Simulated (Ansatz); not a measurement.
# AlN: eigenvalues along the path

```yaml
crystal:
  lattice:
    - [3.11100, 0.00000, 0.00000]
    - [-1.55550, 2.69421, 0.00000]
    - [0.00000, 0.00000, 4.97800]
  atoms:
    - { symbol: Al, position: [0.33333, 0.66667, 0.00000] }
    - { symbol: Al, position: [0.66667, 0.33333, 0.50000] }
    - { symbol: N, position: [0.33333, 0.66667, 0.38500] }
    - { symbol: N, position: [0.66667, 0.33333, 0.88500] }
```

Atom numbers follow the list: Al1, Al2, N3, N4.

The cell is COD entry 9008860, as deposited and not checked against the literature; nothing was relaxed.

These are results of DFT, PBEsol, all-electron LAPW, scalar-relativistic in Ansatz 0.2.0, not measurements.

Settings: a Γ-centred 10×10×6 k mesh, Fermi–Dirac smearing of 0.03 eV, basis error target 1 meV/atom, no spin polarisation.

Path points, in fractions of the reciprocal vectors: Γ (0.000, 0.000, 0.000), M (0.500, 0.000, 0.000), K (0.333, 0.333, 0.000), A (0.000, 0.000, 0.500), L (0.500, 0.000, 0.500), H (0.333, 0.333, 0.500). Levels in eV from the valence-band top; bands 11 to 20, counted from the lowest band of the run. The gap is 4.08 eV, direct at Γ.

```
# k(1/Å) point b11 b12 b13 b14 b15 b16 b17 b18 b19 b20
0.000 Γ -15.23 -13.04 -6.10 -0.95 -0.95 -0.29 -0.29 0.00 4.08 6.52
0.083 - -15.21 -13.03 -6.08 -1.03 -0.97 -0.38 -0.30 -0.01 4.17 6.60
0.167 - -15.17 -13.00 -6.02 -1.26 -1.04 -0.61 -0.30 -0.03 4.40 6.80
0.250 - -15.08 -12.96 -5.92 -1.62 -1.14 -0.93 -0.32 -0.07 4.73 7.10
0.333 - -14.97 -12.90 -5.79 -2.06 -1.32 -1.26 -0.35 -0.13 5.10 7.41
0.416 - -14.83 -12.82 -5.62 -2.55 -1.73 -1.39 -0.39 -0.21 5.48 7.63
0.500 - -14.66 -12.74 -5.41 -3.06 -2.14 -1.53 -0.44 -0.32 5.81 7.64
0.583 - -14.47 -12.66 -5.18 -3.56 -2.55 -1.66 -0.50 -0.45 6.05 7.43
0.666 - -14.26 -12.59 -4.91 -4.04 -2.95 -1.79 -0.62 -0.56 6.15 7.06
0.750 - -14.04 -12.53 -4.63 -4.47 -3.31 -1.90 -0.82 -0.61 6.10 6.67
0.833 - -13.82 -12.48 -4.86 -4.32 -3.63 -2.00 -1.06 -0.67 5.98 6.32
0.916 - -13.61 -12.47 -5.16 -4.03 -3.88 -2.08 -1.30 -0.71 5.85 6.03
0.999 - -13.42 -12.48 -5.39 -4.11 -3.72 -2.14 -1.55 -0.74 5.73 5.83
1.083 - -13.28 -12.50 -5.53 -4.23 -3.50 -2.17 -1.75 -0.76 5.66 5.70
1.166 M -13.23 -12.52 -5.57 -4.27 -3.42 -2.19 -1.83 -0.77 5.63 5.66
1.214 - -13.22 -12.52 -5.57 -4.27 -3.41 -2.21 -1.83 -0.79 5.66 5.67
1.262 - -13.21 -12.52 -5.55 -4.25 -3.39 -2.28 -1.84 -0.86 5.65 5.77
1.310 - -13.19 -12.51 -5.52 -4.23 -3.37 -2.40 -1.84 -0.96 5.62 5.93
1.358 - -13.17 -12.51 -5.49 -4.20 -3.33 -2.55 -1.85 -1.09 5.58 6.14
1.406 - -13.14 -12.51 -5.44 -4.16 -3.28 -2.72 -1.87 -1.25 5.53 6.40
1.455 - -13.10 -12.51 -5.38 -4.12 -3.23 -2.91 -1.89 -1.43 5.45 6.67
1.503 - -13.06 -12.51 -5.32 -4.07 -3.16 -3.11 -1.92 -1.62 5.36 6.96
1.551 - -13.01 -12.52 -5.25 -4.01 -3.31 -3.08 -1.97 -1.81 5.26 7.25
1.599 - -12.96 -12.53 -5.18 -3.96 -3.49 -2.99 -2.06 -1.95 5.17 7.52
1.647 - -12.91 -12.54 -5.10 -3.91 -3.65 -2.90 -2.21 -2.04 5.07 7.76
1.695 - -12.85 -12.56 -5.04 -3.87 -3.78 -2.79 -2.35 -2.12 4.99 7.95
1.743 - -12.80 -12.59 -4.99 -3.87 -3.85 -2.68 -2.47 -2.22 4.93 8.08
1.791 - -12.74 -12.63 -4.96 -3.90 -3.85 -2.57 -2.54 -2.32 4.89 8.16
1.839 K -12.68 -12.68 -4.95 -3.88 -3.88 -2.56 -2.44 -2.44 4.88 8.18
1.935 - -12.81 -12.58 -4.96 -4.00 -3.72 -2.73 -2.48 -2.18 4.93 8.11
2.032 - -12.99 -12.50 -4.93 -4.13 -3.44 -3.06 -2.28 -1.90 5.11 7.95
2.128 - -13.21 -12.45 -4.82 -4.19 -3.42 -3.12 -2.03 -1.62 5.39 7.76
2.224 - -13.45 -12.43 -4.62 -4.17 -3.80 -2.78 -1.76 -1.34 5.77 7.56
2.320 - -13.71 -12.45 -4.32 -4.19 -4.03 -2.43 -1.49 -1.07 6.23 7.33
2.416 - -13.98 -12.50 -4.55 -3.94 -3.81 -2.10 -1.23 -0.83 6.76 7.04
2.512 - -14.24 -12.58 -4.89 -3.49 -3.49 -1.79 -0.99 -0.61 6.69 7.33
2.609 - -14.48 -12.67 -5.19 -3.10 -2.99 -1.52 -0.78 -0.43 6.27 7.91
2.705 - -14.70 -12.76 -5.46 -2.65 -2.45 -1.28 -0.61 -0.28 5.83 8.09
2.801 - -14.89 -12.85 -5.69 -2.18 -1.92 -1.09 -0.47 -0.17 5.36 7.70
2.897 - -15.03 -12.93 -5.86 -1.73 -1.44 -0.90 -0.38 -0.09 4.91 7.27
2.993 - -15.14 -12.99 -5.99 -1.34 -1.12 -0.66 -0.32 -0.04 4.50 6.89
3.090 - -15.21 -13.03 -6.07 -1.06 -0.98 -0.40 -0.30 -0.01 4.20 6.62
3.186 Γ -15.23 -13.04 -6.10 -0.95 -0.95 -0.29 -0.29 0.00 4.08 6.52
3.231 - -15.23 -13.05 -6.08 -0.95 -0.95 -0.30 -0.30 -0.03 4.11 6.53
3.276 - -15.21 -13.08 -6.03 -0.94 -0.94 -0.30 -0.30 -0.13 4.19 6.54
3.321 - -15.19 -13.13 -5.94 -0.93 -0.93 -0.31 -0.31 -0.28 4.31 6.55
3.366 - -15.15 -13.20 -5.82 -0.92 -0.92 -0.47 -0.33 -0.33 4.47 6.57
3.411 - -15.11 -13.28 -5.67 -0.90 -0.90 -0.70 -0.35 -0.35 4.65 6.60
3.456 - -15.05 -13.38 -5.49 -0.96 -0.88 -0.88 -0.37 -0.37 4.85 6.62
3.501 - -14.99 -13.49 -5.28 -1.23 -0.86 -0.86 -0.39 -0.39 5.06 6.65
3.546 - -14.92 -13.60 -5.06 -1.53 -0.83 -0.83 -0.42 -0.42 5.27 6.66
3.591 - -14.84 -13.72 -4.82 -1.83 -0.80 -0.80 -0.45 -0.45 5.48 6.66
3.637 - -14.75 -13.84 -4.55 -2.14 -0.77 -0.77 -0.49 -0.49 5.69 6.65
3.682 - -14.65 -13.97 -4.28 -2.45 -0.74 -0.74 -0.52 -0.52 5.88 6.61
3.727 - -14.55 -14.09 -3.99 -2.77 -0.70 -0.70 -0.56 -0.56 6.06 6.55
3.772 - -14.44 -14.21 -3.70 -3.08 -0.67 -0.67 -0.60 -0.60 6.22 6.47
3.817 A -14.33 -14.33 -3.39 -3.39 -0.63 -0.63 -0.63 -0.63 6.35 6.35
3.900 - -14.31 -14.31 -3.39 -3.39 -0.68 -0.68 -0.65 -0.65 6.40 6.40
3.983 - -14.27 -14.27 -3.41 -3.41 -0.83 -0.83 -0.69 -0.69 6.53 6.53
4.067 - -14.20 -14.20 -3.44 -3.44 -1.04 -1.04 -0.75 -0.75 6.68 6.68
4.150 - -14.10 -14.10 -3.51 -3.51 -1.27 -1.27 -0.83 -0.83 6.79 6.79
4.233 - -13.98 -13.98 -3.64 -3.64 -1.47 -1.47 -0.92 -0.92 6.77 6.77
4.317 - -13.84 -13.84 -3.84 -3.84 -1.60 -1.60 -1.03 -1.03 6.62 6.62
4.400 - -13.69 -13.69 -4.11 -4.11 -1.67 -1.67 -1.13 -1.13 6.38 6.38
4.483 - -13.52 -13.52 -4.42 -4.42 -1.67 -1.67 -1.23 -1.23 6.11 6.11
4.566 - -13.36 -13.36 -4.75 -4.75 -1.63 -1.63 -1.32 -1.32 5.84 5.84
4.650 - -13.20 -13.20 -5.06 -5.06 -1.58 -1.58 -1.40 -1.40 5.60 5.60
4.733 - -13.05 -13.05 -5.33 -5.33 -1.51 -1.51 -1.47 -1.47 5.41 5.41
4.816 - -12.94 -12.94 -5.54 -5.54 -1.52 -1.52 -1.46 -1.46 5.26 5.26
4.900 - -12.87 -12.87 -5.68 -5.68 -1.55 -1.55 -1.42 -1.42 5.17 5.17
4.983 L -12.84 -12.84 -5.72 -5.72 -1.56 -1.56 -1.41 -1.41 5.14 5.14
5.031 - -12.84 -12.84 -5.72 -5.72 -1.64 -1.64 -1.35 -1.35 5.17 5.17
5.079 - -12.84 -12.84 -5.70 -5.70 -1.79 -1.79 -1.26 -1.26 5.23 5.23
5.127 - -12.82 -12.82 -5.67 -5.67 -1.98 -1.98 -1.18 -1.18 5.33 5.33
5.175 - -12.81 -12.81 -5.63 -5.63 -2.18 -2.18 -1.12 -1.12 5.47 5.47
5.223 - -12.79 -12.79 -5.58 -5.58 -2.39 -2.39 -1.06 -1.06 5.63 5.63
5.271 - -12.77 -12.77 -5.51 -5.51 -2.62 -2.62 -1.01 -1.01 5.80 5.80
5.319 - -12.75 -12.75 -5.44 -5.44 -2.85 -2.85 -0.97 -0.97 5.99 5.99
5.368 - -12.73 -12.73 -5.36 -5.36 -3.09 -3.09 -0.94 -0.94 6.19 6.19
5.416 - -12.70 -12.70 -5.27 -5.27 -3.31 -3.31 -0.91 -0.91 6.39 6.39
5.464 - -12.68 -12.68 -5.18 -5.18 -3.52 -3.52 -0.88 -0.88 6.60 6.60
5.512 - -12.66 -12.66 -5.09 -5.09 -3.70 -3.70 -0.86 -0.86 6.80 6.80
5.560 - -12.65 -12.65 -5.02 -5.02 -3.85 -3.85 -0.84 -0.84 6.99 6.99
5.608 - -12.64 -12.64 -4.96 -4.96 -3.95 -3.95 -0.83 -0.83 7.17 7.17
5.656 H -12.63 -12.63 -4.94 -4.94 -3.99 -3.99 -0.83 -0.83 7.26 7.26
5.752 - -12.65 -12.65 -5.00 -5.00 -3.87 -3.87 -0.84 -0.84 7.03 7.03
5.848 - -12.71 -12.71 -5.07 -5.07 -3.60 -3.60 -0.89 -0.89 6.75 6.75
5.945 - -12.81 -12.81 -5.08 -5.08 -3.26 -3.26 -0.96 -0.96 6.55 6.55
6.041 - -12.95 -12.95 -5.00 -5.00 -2.90 -2.90 -1.06 -1.06 6.44 6.44
6.137 - -13.12 -13.12 -4.83 -4.83 -2.54 -2.54 -1.17 -1.17 6.41 6.41
6.233 - -13.31 -13.31 -4.59 -4.59 -2.20 -2.20 -1.26 -1.26 6.46 6.46
6.329 - -13.50 -13.50 -4.30 -4.30 -1.92 -1.92 -1.29 -1.29 6.57 6.57
6.425 - -13.70 -13.70 -4.01 -4.01 -1.72 -1.72 -1.23 -1.23 6.71 6.71
6.522 - -13.88 -13.88 -3.76 -3.76 -1.56 -1.56 -1.09 -1.09 6.83 6.83
6.618 - -14.03 -14.03 -3.57 -3.57 -1.37 -1.37 -0.93 -0.93 6.86 6.86
6.714 - -14.16 -14.16 -3.46 -3.46 -1.13 -1.13 -0.80 -0.80 6.75 6.75
6.810 - -14.25 -14.25 -3.41 -3.41 -0.89 -0.89 -0.71 -0.71 6.57 6.57
6.906 - -14.31 -14.31 -3.40 -3.40 -0.70 -0.70 -0.65 -0.65 6.42 6.42
7.003 A -14.33 -14.33 -3.39 -3.39 -0.63 -0.63 -0.63 -0.63 6.35 6.35
```
